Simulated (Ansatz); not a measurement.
## The polar optical mode of KCl at -0.8 GPa, worked through

These are results of DFT LDA, scalar-relativistic, plane waves, PAW (Ansatz 0.2.0), not measurements. Settings: 420 eV plane-wave cutoff, Γ-centred 6×6×6 mesh, fixed occupations. No spin polarisation. Phonons by linear response, acoustic sum rule imposed.

The cell is fixed (symmetry leaves no force on the atoms) and stands under -0.8 GPa:
```
K Cl
1.0
     0.00000    3.45730    3.45730
     3.45730    0.00000    3.45730
     3.45730    3.45730    0.00000
K Cl
1 1
Direct
  0.00000 0.00000 0.00000
  0.25000 0.25000 0.25000
```

The cell is the ideal cubic zincblende prototype; this isn't the usual structure of the compound.

Linear response gives ν_TO = 151.7 cm⁻¹, Born charges ±1.034 e (positive on K) and ε∞ = 1.994. The primitive cell holds 82.650 Å³, and the masses are 39.098 and 35.450 amu.

**Question.** Find ν_LO and the static dielectric constant.

**Answer.** The long-wave field adds a restoring force: ω_LO² − ω_TO² = Z*²e²/(ε_vac ε∞ μV). In these units ν_LO² − ν_TO² = 4.92064×10⁷ Z*²/(μ V ε∞) cm⁻², with μ = m₁m₂/(m₁ + m₂) = 18.592 amu: 17180 cm⁻². So ν_LO = √(151.7² + 17180) = 200.5 cm⁻¹, and the run gives 200.5. Lyddane–Sachs–Teller then gives ε0 = ε∞ (ν_LO/ν_TO)² = 3.48, against 3.48 in the run (it forms both from the same three quantities, so the match checks the arithmetic only). Between ν_TO and ν_LO the dielectric function is negative and an undamped crystal reflects fully: a reststrahlen band from 49.9 to 65.9 μm.

**Question.** What do the Clausius–Mossotti polarisability and the Szigeti charge come to?

**Answer.** With the Lorentz local field, α = (3V/4π)(ε∞ − 1)/(ε∞ + 2) = 4.91 Å³ for the pair, and e_S = 3Z*/(ε∞ + 2) = 0.78 e. The Born charge includes the electrons' response to the dipole's own local field, and e_S takes that enhancement out. The Lorentz field assumes point-like polarisable ions, a fair picture at this small ε∞.

**Question.** How strongly does a slow electron couple to the LO mode?

**Answer.** For one isotropic parabolic band, Fröhlich's constant is α_F = (1/ε∞ − 1/ε0) √(m* Ry/ħω_LO), with Ry = 13.606 eV, ħω_LO = 24.9 meV and m* in free-electron masses: α_F = 0.2144 × 23.40 × √m* = 5.02 √m*. The band mass isn't part of this run; for m* = 0.1, 0.3 and 1 it gives 1.59, 2.75, 5.02. In weak coupling the polaron lies α_F ħω_LO below the band edge (68 meV at m* = 0.3) with a mass m*(1 + α_F/6); past α_F of about 5 or 6 that expansion fails. A semilocal functional's ε∞ tends to be too large, which taken alone lowers α_F.

Cost: 1 run of about 2.9 core-minutes, on Intel Xeon Processor @ 2.50GHz (Skylake/Cascade Lake) (shared hosts).